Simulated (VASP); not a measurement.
# ZrB (Fm-3m) in VASP: further runs

Runs on ZrB. Level: PBE+D3(BJ). Tasks: single point, relaxation of cell and atoms.

Everything below comes from runs of VASP 6.6.1. Logs are shortened: lines on timing, memory, paths and dates and some standing lists are left out, and cuts for length are marked.

### 1 The structure

It takes space group Fm-3m (No. 225, cubic). Conventional cell: a = 4.863 Å, b = 4.863 Å, c = 4.863 Å, α = 90.00°, β = 90.00°, γ = 90.00°. Zr (site symmetry m-3m) has 6 B at 2.43 Å as nearest neighbours. B (site symmetry m-3m) has 6 Zr at 2.43 Å as nearest neighbours.

### 2 Single point, PBE+D3(BJ)

Input file INCAR:

```
SYSTEM = ZrB
  PREC = Accurate
  ENCUT = 520
  EDIFF = 1E-6
  ISMEAR = 0
  SIGMA = 0.1
  LREAL = .FALSE.
  LASPH = .TRUE.
  NELM = 80
  ALGO = Normal
  ISIF = 2
  LWAVE = .FALSE.
  LCHARG = .TRUE.
  GGA = PE
  IVDW = 12
  LELF = .TRUE.
  LVHAR = .TRUE.
  NBANDS = 14
```

Input file KPOINTS:

```
Automatic mesh
0
G
  8 8 8
  0 0 0
```

Input file POSCAR:

```
ZrB
1.0
    0.0000000000      2.4314291794      2.4314291794
    2.4314291794      0.0000000000      2.4314291794
    2.4314291794      2.4314291794      0.0000000000
Zr B
1 1
Direct
    0.0000000000      0.0000000000      0.0000000000
    0.5000000000      0.5000000000      0.5000000000
```

Potentials or basis: VASP PAW PBE potentials, release 64 (Zr_sv, B).

Run with:

```bash
cat potpaw_PBE.64/Zr_sv/POTCAR potpaw_PBE.64/B/POTCAR > POTCAR
mpirun -np 1 vasp_std > vasp.out
```

OUTCAR:

```text
SYSTEM = ZrB
   PREC = Accurate
   ENCUT = 520
   EDIFF = 1E-6
   ISMEAR = 0
   LREAL = .FALSE.
   LASPH = .TRUE.
   NELM = 80
   ISIF = 2
   GGA = PE
   IVDW = 12
 IVDW          = 12

 ion  position               nearest neighbor table
   1  0.000  0.000  0.000-   2 2.43   2 2.43   2 2.43   2 2.43   2 2.43   2 2.43
   2  0.500  0.500  0.500-   1 2.43   1 2.43   1 2.43   1 2.43   1 2.43   1 2.43

  LATTYP: Found a face centered cubic cell.
 ALAT       =     4.8628583588

  Lattice vectors:

 A1 = (   0.0000000000,   2.4314291794,   2.4314291794)
 A2 = (   2.4314291794,   0.0000000000,   2.4314291794)
 A3 = (   2.4314291794,   2.4314291794,   0.0000000000)

Analysis of symmetry for initial positions (statically):
=====================================================================
 Subroutine PRICEL returns:
 Original cell was already a primitive cell.

 Routine SETGRP: Setting up the symmetry group for a
 face centered cubic supercell.

 Subroutine GETGRP returns: Found 48 space group operations
 (whereof 48 operations were pure point group operations)
 out of a pool of 48 trial point group operations.

The static configuration has the point symmetry O_h .

Analysis of symmetry for dynamics (positions and initial velocities):
=====================================================================
 Subroutine PRICEL returns:
 Original cell was already a primitive cell.

 Routine SETGRP: Setting up the symmetry group for a
 face centered cubic supercell.

 Subroutine GETGRP returns: Found 48 space group operations
 (whereof 48 operations were pure point group operations)
 out of a pool of 48 trial point group operations.

The dynamic configuration has the point symmetry O_h .

 Subroutine INISYM returns: Found 48 space group operations
 (whereof 48 operations are pure point group operations),
 and found     1 'primitive' translations

----------------------------------------------------------------------------------------

                                     Primitive cell

  volume of cell :      28.7485

  direct lattice vectors                    reciprocal lattice vectors
     0.000000000  2.431429179  2.431429179    -0.205640372  0.205640372  0.205640372
     2.431429179  0.000000000  2.431429179     0.205640372 -0.205640372  0.205640372
     2.431429179  2.431429179  0.000000000     0.205640372  0.205640372 -0.205640372

  length of vectors
     3.438560121  3.438560121  3.438560121     0.356179572  0.356179572  0.356179572

  position of ions in fractional coordinates (direct lattice)
     0.000000000  0.000000000  0.000000000
     0.500000000  0.500000000  0.500000000

  ion indices of the primitive-cell ions
   primitive index   ion index
                 1           1
                 2           2
[... 88 lines left out ...]
   EFERMI_NEDOS =   21; number of points for ismear=-14 and -15
   IALGO  =     38    algorithm
   IMIX   =      4    mixing-type and parameters
     AMIX     =   0.40;   BMIX     =  1.00
     AMIX_MAG =   1.60;   BMIX_MAG =  1.00
  volume/ion in A,a.u.               =      14.37        97.00
  Fermi-wavevector in a.u.,A,eV,Ry     =   1.317954  2.490572 23.633362  1.737003
  Thomas-Fermi vector in A             =   2.447958
   LORBIT       =      0    0 simple, 1 ext, 2 COOP (PROOUT), +10 PAW based schemes
   GGA     = PE    functional components
   LHFCALC =     F    Hartree Fock is set to
   AEXX    =    0.0000 exact exchange contribution
   IVDW    =    12    specifies the selected vdW correction
   LEPSILON=     F    determine dielectric tensor
   LRPA    =     F    only Hartree local field effects (RPA)
 non-spin polarized calculation
 Gauss-broadening in eV      SIGMA  =   0.10
  energy-cutoff  :      520.00
  volume of cell :       28.75
 maximum number of plane-waves:       785
 NGX is ok and might be reduce to    28
   NGX = 13   NGY = 13   NGZ = 13

 number of electron      15.0000000 magnetization

 Free energy of the ion-electron system (eV)
  ---------------------------------------------------
  ext. energy  EPLUGINS =         0.00000000
  ---------------------------------------------------
  free energy    TOTEN  =       -15.99062494 eV

  energy without entropy =      -15.98367349  energy(sigma->0) =      -15.98714922

 E-fermi :   7.7162     XC(G=0): -11.5898

 val. band max:        7.6623141388   @ k =   0.5000   0.2500   0.0000
 cond. band min:       7.7605397987   @ k =   0.3750   0.2500   0.1250
 fundamental gap:      0.0982256600
 Fermi energy:         7.7162033691

 k-point     1 :       0.0000    0.0000    0.0000
  band No.  band energies     occupation
      1     -39.6822      2.00000
      2     -17.4993      2.00000
      3     -17.4993      2.00000
      4     -17.4993      2.00000
      5      -0.4013      2.00000
      6       9.4633      0.00000
      7       9.4633      0.00000
      8       9.4633      0.00000
      9      10.9137      0.00000
     10      10.9137      0.00000
     11      11.1813      0.00000
     12      11.1813      0.00000
     13      11.1813      0.00000
     14      18.4389      0.00000
[... 377 lines left out ...]
      1     -39.6063      2.00000
      2     -18.0050      2.00000
      3     -17.7184      2.00000
      4     -17.6129      2.00000
      5       2.8663      2.00000
      6       4.8291      2.00000
      7       6.6806      2.00000
      8       7.0190      2.00000
      9      12.1078      0.00000
     10      12.1921      0.00000
     11      13.5911      0.00000
     12      16.9928      0.00000
     13      17.1025      0.00000
     14      18.5080      0.00000

 [... further k-points ...]

------------------------ aborting loop because EDIFF is reached ----------------------------------------

 Edisp (eV)   -0.78359

 E8    (eV) :    -0.3656

  FORCE on cell =-STRESS in cart. coord.  units (eV):
  Direction    XX          YY          ZZ          XY          YZ          ZX
  --------------------------------------------------------------------------------------
  -------------------------------------------------------------------------------------
  Total      -0.01142    -0.01142    -0.01142     0.00000     0.00000     0.00000
  in kB      -0.63638    -0.63638    -0.63638     0.00000     0.00000     0.00000
  external pressure =       -0.64 kB  Pullay stress =        0.00 kB

 VOLUME and BASIS-vectors are now :
 -----------------------------------------------------------------------------
  energy-cutoff  :      520.00
  volume of cell :       28.75
      direct lattice vectors                 reciprocal lattice vectors
     0.000000000  2.431429179  2.431429179    -0.205640372  0.205640372  0.205640372
     2.431429179  0.000000000  2.431429179     0.205640372 -0.205640372  0.205640372
     2.431429179  2.431429179  0.000000000     0.205640372  0.205640372 -0.205640372

 POSITION                                       TOTAL-FORCE (eV/Angst)
 -----------------------------------------------------------------------------------
      0.00000      0.00000      0.00000         0.000000      0.000000      0.000000
      2.43143      2.43143      2.43143        -0.000000     -0.000000     -0.000000
 -----------------------------------------------------------------------------------
    total drift:                               -0.000000      0.000000      0.000000

  FREE ENERGIE OF THE ION-ELECTRON SYSTEM (eV)
  ---------------------------------------------------
  free  energy   TOTEN  =       -16.7742183802 eV

  energy  without entropy=      -16.7672669342  energy(sigma->0) =      -16.77074266
```

OSZICAR:

```text
N       E                     dE             d eps       ncg     rms          rms(c)
DAV:   1     0.933404565541E+02    0.93340E+02   -0.77023E+03   812   0.102E+03
DAV:   2    -0.141261416305E+02   -0.10747E+03   -0.10192E+03  1034   0.279E+02
DAV:   3    -0.177734141611E+02   -0.36473E+01   -0.36094E+01  1222   0.434E+01
DAV:   4    -0.178558103079E+02   -0.82396E-01   -0.82380E-01   972   0.544E+00
DAV:   5    -0.178568171125E+02   -0.10068E-02   -0.10068E-02  1190   0.533E-01    0.177E+01
DAV:   6    -0.159926644699E+02    0.18642E+01   -0.27599E+00   950   0.144E+01    0.612E+00
DAV:   7    -0.159890250758E+02    0.36394E-02   -0.28193E-01  1116   0.361E+00    0.281E+00
DAV:   8    -0.159913554882E+02   -0.23304E-02   -0.34037E-02  1034   0.155E+00    0.305E-01
DAV:   9    -0.159905308039E+02    0.82468E-03   -0.36436E-03   976   0.380E-01    0.153E-01
DAV:  10    -0.159906350271E+02   -0.10422E-03   -0.47978E-04   920   0.244E-01    0.400E-02
DAV:  11    -0.159906264950E+02    0.85320E-05   -0.29711E-05  1034   0.432E-02    0.415E-03
DAV:  12    -0.159906249184E+02    0.15766E-05   -0.15985E-06   666   0.133E-02    0.379E-03
DAV:  13    -0.159906249400E+02   -0.21617E-07   -0.14557E-07   526   0.406E-03
   1 F= -.16774218E+02 E0= -.16770743E+02  d E =-.695145E-02
```

stdout:

```text
POSCAR found type information on POSCAR ZrB
 POSCAR found :  2 types and       2 ions
 scaLAPACK will be used
 LDA part: xc-table for (Slater+PW92), standard interpolation
 POSCAR, INCAR and KPOINTS ok, starting setup
 FFT: planning ... GRIDC
 FFT: planning ... GRID_SOFT
 FFT: planning ... GRID
 WAVECAR not read
 entering main loop
```

Run time: 8.5 s. Hardware: 1 thread of AMD EPYC 9R45 (Zen 5), shared host; peak memory 0.14 GiB.

Results:

- Free energy: -16.7742 eV
- Pressure: -0.1 GPa
- Band gap on the k mesh: none (metal or under the smearing width)
- Dispersion energy per atom: -0.392 eV

Caveat: pairwise dispersion overbinds metals, which lowers pressure and volume.

### 3 Relaxation of cell and atoms, PBE+D3(BJ)

This run uses another cell than the first one, of 12.57 Å³/atom, 0.874 times its volume.

Input file INCAR:

```
SYSTEM = ZrB
  ALGO = Normal
  EDIFF = 1E-7
  EDIFFG = -0.05
  ENCUT = 600
  GGA = PE
  IBRION = 2
  ISIF = 3
  ISMEAR = 0
  IVDW = 12
  LASPH = .TRUE.
  LCHARG = .FALSE.
  LREAL = .FALSE.
  LWAVE = .FALSE.
  NELM = 60
  NSW = 100
  PREC = Accurate
  SIGMA = 0.1
```

Input file KPOINTS:

```
k-points
0
G
  8 8 8
  0 0 0
```

Input file POSCAR:

```
ZrB
1.0
    0.0000000000      2.3250000000      2.3250000000
    2.3250000000      0.0000000000      2.3250000000
    2.3250000000      2.3250000000      0.0000000000
Zr B
1 1
Direct
    0.0000000000      0.0000000000      0.0000000000
    0.5000000000      0.5000000000      0.5000000000
```

Potentials or basis: VASP PAW PBE potentials, release 64 (Zr_sv, B).

Run with:

```bash
cat potpaw_PBE.64/Zr_sv/POTCAR potpaw_PBE.64/B/POTCAR > POTCAR
mpirun -np 1 vasp_std > vasp.out
```

It took 24 s on 1 thread of AMD EPYC 9R45 (Zen 5), shared host; peak memory 0.15 GiB.

The run converged. Its results:

```yaml
Free_energy: -16.7729 eV
Relaxed_volume: 14.38 Å³/atom
Relaxed_cell: a = 3.439 Å, b = 3.439 Å, c = 3.439 Å, α = 60.00°, β = 60.00°, γ = 60.00°
Space_group_after_relaxing_to_0.05_Å: Fm-3m (No. 225)
Energy_gained_by_relaxing: 147.0 meV/atom
Ionic_steps: 4
Pressure_after_relaxing: -0.1 GPa
Band_gap_on_the_k_mesh: none (metal or under the smearing width)
Dispersion_energy_per_atom: -0.392 eV
```

Step by step:
| step | energy change (eV) | largest force (eV/Å) | pressure (GPa) | volume (Å³) |
| --- | --- | --- | --- | --- |
| 1 | 0.0000 | 0.0000 | 29.19 | 25.14 |
| 2 | 0.1438 | 0.0000 | -21.23 | 34.42 |
| 3 | -0.2937 | 0.0000 | -0.89 | 28.89 |
| 4 | -0.2941 | 0.0000 | -0.12 | 28.76 |

Final structure:
```
CELL_PARAMETERS angstrom
0.00000 2.43165 2.43165
2.43165 0.00000 2.43165
2.43165 2.43165 0.00000
ATOMIC_POSITIONS crystal
Zr 0.00000 0.00000 0.00000
B 0.50000 0.50000 0.50000
```

Levels at points of the mesh, in eV from the Fermi level:
| k point | band 5 | band 6 | band 7 | band 8 | band 9 | band 10 | band 11 |
| --- | --- | --- | --- | --- | --- | --- | --- |
| (0.00, 0.00, 0.00) | -8.12 | 1.75 | 1.75 | 1.75 | 3.20 | 3.20 | 3.46 |
| (0.50, 0.00, 0.00) | -4.14 | -3.89 | -1.22 | -1.22 | 4.93 | 4.93 | 6.25 |
| (0.50, 0.50, 0.00) | -6.18 | -0.85 | -0.76 | 2.09 | 2.09 | 4.66 | 5.87 |

Caveat: the volume moved by +14 % from the deposited cell, more than functionals usually miss; pairwise dispersion overbinds metals, which lowers pressure and volume; the relaxation stopped at a loose force limit of 0.05 eV/Å, so its end isn't a converged minimum.

(Continued in part 2 of 2.)
